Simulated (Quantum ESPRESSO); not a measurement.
The system is BaTiO3.

```
CELL_PARAMETERS angstrom
4.00600 0.00000 0.00000
0.00000 4.00600 0.00000
0.00000 0.00000 4.00600
ATOMIC_POSITIONS crystal
Ti 0.00000 0.00000 0.00000
Ba 0.50000 0.50000 0.50000
O 0.00000 0.00000 0.50000
O 0.00000 0.50000 0.00000
O 0.50000 0.00000 0.00000
```

| Item | Value |
| --- | --- |
| Program | Quantum ESPRESSO 7.5 |
| Task | Hubbard U by linear response |
| Functional | PBE |
| Potentials or basis | GBRV 1.5 PBE |
| Cutoff | 612 eV |
| Density cutoff | 4898 eV |
| k mesh | 4 × 4 × 4 |
| Occupations | fermi-dirac, width 0.05 eV |
| Spin | no spin polarisation |
| Hubbard terms | Ti d U = 2.0 eV |
| Start of the occupations | default |
| Hubbard projectors | ortho-atomic |
| Mixing beta | 0.3 |
| Most SCF iterations | 120 |
| SCF threshold | 1e-09 Ry |
| q mesh | 2 × 2 × 2 |

The first run showed a gap, so the response started from a second, tighter run with fixed occupations.

Task: What Hubbard parameters does linear response give?

Result: U = 5.72 eV on Ti 3d. The values belong to these projectors, potentials and this ground state, and don't carry over to other codes.

Hubbard U from linear response:
| site | manifold | U (eV) |
| --- | --- | --- |
| 1 | Ti-3d | 5.72 |
On the first site the bare response is -0.417 and the screened one -0.123 eV⁻¹.

Eigenvalues of the final occupation matrices:
| site | spin | trace | eigenvalues |
| --- | --- | --- | --- |
| Ti 1 3d | each | 0.95 | 0.14 0.14 0.14 0.26 0.26 |

Caveat: spin-orbit coupling is left out, which moves the levels of the heavy elements.
